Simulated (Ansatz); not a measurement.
# Residual resistivity of an alloy: Li(100) with 4 layers of random Li-Nb, 2x2, part 2 of 2

Wanted: resistance against the alloy's length, first Li(100) with 4 layers of random Li-Nb, 2x2.

Ansatz 0.2.0; Ansatz plane-wave DFT, PBE, PAW files; ballistic transport by layer matching (Landauer), zero bias; PAW set soft_1.

So far. Step 3 (With 8 alloy layers): Over the solved energies the transmission per spin lies between 1.28 and 1.49, out of 4.82 channels of the lead on average (up to 4.92).

## (4) With 12 alloy layers

In 12 layers a share of 0.5 of the sites is given to Nb at random. A fresh draw is used; the growth of the resistance with length is what counts.

System of this step: Li(100) with 12 layers of random Li-Nb, 2x2. The cell holds 88 atoms: 64 Li and 24 Nb. Its edges and angles: a = 7.020 Å, b = 7.020 Å, c = 38.610 Å, α = 90.0°, β = 90.0°, γ = 90.0°. It derives from Li. Regions: lead, 40 atoms (40 Li); scattering region, 48 atoms (24 Nb and 24 Li). The structure is stacked along c, and the current runs across the ab planes.

input.yaml reads:

```yaml
crystal:
  lattice:
    - [7.02, 0.0, 0.0]
    - [0.0, 7.02, 0.0]
    - [0.0, 0.0, 38.61]
  atoms:
    - { symbol: Li, position: [0.0, 0.0, 0.0227272727] }
    - { symbol: Li, position: [0.0, 0.5, 0.0227272727] }
    - { symbol: Li, position: [0.5, 0.0, 0.0227272727] }
    - { symbol: Li, position: [0.5, 0.5, 0.0227272727] }
    - { symbol: Li, position: [0.25, 0.25, 0.0681818182] }
    - { symbol: Li, position: [0.25, 0.75, 0.0681818182] }
    - { symbol: Li, position: [0.75, 0.25, 0.0681818182] }
    - { symbol: Li, position: [0.75, 0.75, 0.0681818182] }
    - { symbol: Li, position: [0.0, 0.0, 0.1136363636] }
    - { symbol: Li, position: [0.0, 0.5, 0.1136363636] }
    - { symbol: Li, position: [0.5, 0.0, 0.1136363636] }
    - { symbol: Li, position: [0.5, 0.5, 0.1136363636] }
    - { symbol: Li, position: [0.25, 0.25, 0.1590909091] }
    - { symbol: Li, position: [0.25, 0.75, 0.1590909091] }
    - { symbol: Li, position: [0.75, 0.25, 0.1590909091] }
    - { symbol: Li, position: [0.75, 0.75, 0.1590909091] }
    - { symbol: Li, position: [0.0, 0.0, 0.2045454545] }
    - { symbol: Li, position: [0.0, 0.5, 0.2045454545] }
    - { symbol: Li, position: [0.5, 0.0, 0.2045454545] }
    - { symbol: Li, position: [0.5, 0.5, 0.2045454545] }
    - { symbol: Nb, position: [0.25, 0.25, 0.25] }
    - { symbol: Li, position: [0.25, 0.75, 0.25] }
    - { symbol: Nb, position: [0.75, 0.25, 0.25] }
    - { symbol: Nb, position: [0.75, 0.75, 0.25] }
    - { symbol: Nb, position: [0.0, 0.0, 0.2954545455] }
    - { symbol: Li, position: [0.0, 0.5, 0.2954545455] }
    - { symbol: Nb, position: [0.5, 0.0, 0.2954545455] }
    - { symbol: Li, position: [0.5, 0.5, 0.2954545455] }
    - { symbol: Li, position: [0.25, 0.25, 0.3409090909] }
    - { symbol: Li, position: [0.25, 0.75, 0.3409090909] }
    - { symbol: Li, position: [0.75, 0.25, 0.3409090909] }
    - { symbol: Li, position: [0.75, 0.75, 0.3409090909] }
    - { symbol: Nb, position: [0.0, 0.0, 0.3863636364] }
    - { symbol: Nb, position: [0.0, 0.5, 0.3863636364] }
    - { symbol: Li, position: [0.5, 0.0, 0.3863636364] }
    - { symbol: Li, position: [0.5, 0.5, 0.3863636364] }
    - { symbol: Nb, position: [0.25, 0.25, 0.4318181818] }
    - { symbol: Nb, position: [0.25, 0.75, 0.4318181818] }
    - { symbol: Li, position: [0.75, 0.25, 0.4318181818] }
    - { symbol: Li, position: [0.75, 0.75, 0.4318181818] }
    - { symbol: Nb, position: [0.0, 0.0, 0.4772727273] }
    - { symbol: Nb, position: [0.0, 0.5, 0.4772727273] }
    - { symbol: Nb, position: [0.5, 0.0, 0.4772727273] }
    - { symbol: Nb, position: [0.5, 0.5, 0.4772727273] }
    - { symbol: Li, position: [0.25, 0.25, 0.5227272727] }
    - { symbol: Nb, position: [0.25, 0.75, 0.5227272727] }
    - { symbol: Li, position: [0.75, 0.25, 0.5227272727] }
    - { symbol: Nb, position: [0.75, 0.75, 0.5227272727] }
    - { symbol: Nb, position: [0.0, 0.0, 0.5681818182] }
    - { symbol: Nb, position: [0.0, 0.5, 0.5681818182] }
    - { symbol: Nb, position: [0.5, 0.0, 0.5681818182] }
    - { symbol: Li, position: [0.5, 0.5, 0.5681818182] }
    - { symbol: Li, position: [0.25, 0.25, 0.6136363636] }
    - { symbol: Li, position: [0.25, 0.75, 0.6136363636] }
    - { symbol: Li, position: [0.75, 0.25, 0.6136363636] }
    - { symbol: Nb, position: [0.75, 0.75, 0.6136363636] }
    - { symbol: Li, position: [0.0, 0.0, 0.6590909091] }
    - { symbol: Li, position: [0.0, 0.5, 0.6590909091] }
    - { symbol: Li, position: [0.5, 0.0, 0.6590909091] }
    - { symbol: Li, position: [0.5, 0.5, 0.6590909091] }
    - { symbol: Li, position: [0.25, 0.25, 0.7045454545] }
    - { symbol: Nb, position: [0.25, 0.75, 0.7045454545] }
    - { symbol: Nb, position: [0.75, 0.25, 0.7045454545] }
    - { symbol: Nb, position: [0.75, 0.75, 0.7045454545] }
    - { symbol: Li, position: [0.0, 0.0, 0.75] }
    - { symbol: Li, position: [0.0, 0.5, 0.75] }
    - { symbol: Nb, position: [0.5, 0.0, 0.75] }
    - { symbol: Nb, position: [0.5, 0.5, 0.75] }
    - { symbol: Li, position: [0.25, 0.25, 0.7954545455] }
    - { symbol: Li, position: [0.25, 0.75, 0.7954545455] }
    - { symbol: Li, position: [0.75, 0.25, 0.7954545455] }
    - { symbol: Li, position: [0.75, 0.75, 0.7954545455] }
    - { symbol: Li, position: [0.0, 0.0, 0.8409090909] }
    - { symbol: Li, position: [0.0, 0.5, 0.8409090909] }
    - { symbol: Li, position: [0.5, 0.0, 0.8409090909] }
    - { symbol: Li, position: [0.5, 0.5, 0.8409090909] }
    - { symbol: Li, position: [0.25, 0.25, 0.8863636364] }
    - { symbol: Li, position: [0.25, 0.75, 0.8863636364] }
    - { symbol: Li, position: [0.75, 0.25, 0.8863636364] }
    - { symbol: Li, position: [0.75, 0.75, 0.8863636364] }
    - { symbol: Li, position: [0.0, 0.0, 0.9318181818] }
    - { symbol: Li, position: [0.0, 0.5, 0.9318181818] }
    - { symbol: Li, position: [0.5, 0.0, 0.9318181818] }
    - { symbol: Li, position: [0.5, 0.5, 0.9318181818] }
    - { symbol: Li, position: [0.25, 0.25, 0.9772727273] }
    - { symbol: Li, position: [0.25, 0.75, 0.9772727273] }
    - { symbol: Li, position: [0.75, 0.25, 0.9772727273] }
    - { symbol: Li, position: [0.75, 0.75, 0.9772727273] }
kpoints:
  mp_grid: { grid: [3, 3, 1] }
hamiltonian:
  xc: pbe
  pseudopotentials: { kind: paw, azcp: { folder: soft_1 } }
scf:
  occupations: { method: fermi_dirac, width: 0.1 }
output:
  transmission: { leads: [[0, 4]], kmesh: [6, 6], e_range: [-0.05, 0.05], de: 0.05 }
  write_potential: true
  write_density: true
  volumetric_format: npy
```

The run is started by

```
> ansatz run input.yaml --threads 4 --pin off --max-ram 15360MiB --backend cpu --events-out ev --progress --plain --runs-dir out
```

Numbers of over 12 decimals in the logs are rounded to 6 here.

Log:

```text
[...]
Crystal: 88 atoms, lattice volume = 1902.716 Å³
Basis set: ecut = 420 eV, 37253 PW (Γ)
Bands: 340, of which v1, the nominal top of the filled ones, is band 252 counted from 1 (251 counted from 0)
Symmetry: 1 space group operations
[...]
k-points: 5 of 9 (time reversal used)
[...]
SCF iter   1: F=—  HF=-122376.768608 eV  |F-HF|=—  |Δ(HF+E_count)|=         —  Δρ=7.51e-2  dr2=1.06e3  ethr=3.10e-3  ⟨swp⟩=12.6  Hψ=9867  notcnv=0
[...]
SCF iter  11: F=-122321.497087 eV  HF=-122321.497087 eV  |F-HF|=2.44e-8  |Δ(HF+E_count)|=   1.54e-8  Δρ=8.77e-7  dr2=4.19e-8  ethr=1.98e-11  ⟨swp⟩=10.6  Hψ=4959  notcnv=0
SCF 1 converged in 11 iterations: F = -122321.497087 eV  dr2 = 4.19e-8
[...]
transmission: 126 of 1180 steps passed
transmission: 240 of 1180 steps passed
[...]
transmission: 1180 of 1180 steps passed
SCF converged after 11 iterations
Free energy (F): -122321.497087 eV
[...]
Internal energy: -122318.816065 eV  (E = F + TS)
E sigma→0 (E₀):  -122320.156576 eV
Entropy (-TS):   -2.681022 eV (-30.466 meV/atom)
Fermi energy:    4.374423 eV
[...]
--- Band table (eV; the first three rows and the last of 5) ---
  k-point 0: bands = [... 248 lower, 4.4020, 4.4347, 4.4598, 4.5014, 4.5294, 4.5428, 4.5519, 4.5749, ... 84 higher]
  k-point 1: bands = [... 248 lower, 4.3195, 4.3375, 4.3566, 4.3696, 4.4080, 4.4351, 4.4552, 4.4666, ... 84 higher]
  k-point 2: bands = [... 248 lower, 4.3098, 4.3215, 4.3508, 4.3866, 4.4111, 4.4314, 4.4580, 4.4894, ... 84 higher]
  k-point 4: bands = [... 248 lower, 4.2155, 4.2385, 4.2675, 4.2833, 4.3389, 4.3606, 4.3824, 4.4195, ... 84 higher]
--- Transmission ---
  basis      : 437 plane waves across, 59 finite elements along
  points     : 20, standing for a mesh of 6 x 6
[...]
channels       : 4.916667e0 a spin
[...]
junction   : crystal 0 to crystal 0, 0.70 to 37.55 Å
    transmission   : 1.051795e0 a spin
[...]
```

Wall time 21 min (4 threads of Arm Neoverse V1, shared host); peak memory 10 GiB.

Numbers from this step:

- free energy: -122321.4971 eV
- energy at zero smearing: -122320.1566 eV
- Fermi energy: 4.374 eV
- transmission per spin nearest the Fermi level: 1.052
- open channels per spin nearest the Fermi level: 4.917
- step of the lead's potential: 12.1 meV

Per spin. The transmission, zone mean by energy, zero at the Fermi level:

```csv
energy (eV),"transmission, zone mean"
-0.0500,1.07
0.0000,1.05
0.0500,1.05
```

Over the solved energies the transmission per spin lies between 1.05 and 1.07, out of 4.84 channels of the lead on average (up to 4.92).

## (5) The fit

This step: Ansatz plane-wave DFT, PBE, PAW files; ballistic transport by layer matching (Landauer), zero bias; residual resistivity from the slope of the area resistance, atoms on the host's lattice; PAW set soft_1 (Ansatz 0.2.0).

This step gave:

```yaml
resistivity: 180.5 µΩ cm
intercept: 0.8715 fΩ m²
scatter_about_the_fit: 0.04693 fΩ m²
```

Resistance, by row:

```csv
run,length (Å),T,channels N,RA (fΩ m²)
n4,7.02,1.825,4.843,2.172
n8,14.04,1.366,4.824,3.339
n12,21.06,1.057,4.843,4.705
```

The area resistance by length of the alloy:

```csv
length of the alloy (Å),area resistance (fΩ m²)
7.02,2.17
14.04,3.34
21.06,4.71
```

The area resistance goes from 2.2 to 4.7 fΩ m² between 7.0 and 21.1 Å, a slope of 180 µΩ cm.

By hand from the end points: (4.705 − 2.172) fΩ m² / (21.06 − 7.02) Å = 180 µΩ cm, since 1 fΩ m² per Å is 1000 µΩ cm.

## (6) Summary of results

```yaml
resistivity_from_the_slope: 180 µΩ cm
area_resistance_over_7p02_a: 2.17 fΩ m²
area_resistance_over_14p0_a: 3.34 fΩ m²
area_resistance_over_21p1_a: 4.71 fΩ m²
```

The slope gives 180 µΩ cm. The points scatter by 0.047 fΩ m² about the line, with one random draw a length in a 2x2 cell, so the slope is a rough value. Read with a model of isotropic scattering on a spherical Fermi surface and the lead's 0.76×10¹⁵ S/m², this slope means a mean free path near 5.5 Å (a rough figure, since the alloy's own channel count differs); over these lengths the model's slope is within 3 % of its bulk resistivity, though a free path of a few ångströms strains the picture. The atoms sit on the host's lattice, so scattering by size misfit is left out. A lead's potential steps by up to 25 meV from period to period, which the log calls too much, so longer leads could move the result.

[Logs are printed without paths, hosts, clocks, repeated set-up lines and the standing remarks that a program may print on its own settings, such as how far it seeks lower states.]

[Hosts, paths, dates, database ids (printed as entryN), source tags and the programs' standing remarks are cut or masked in the printed files.]
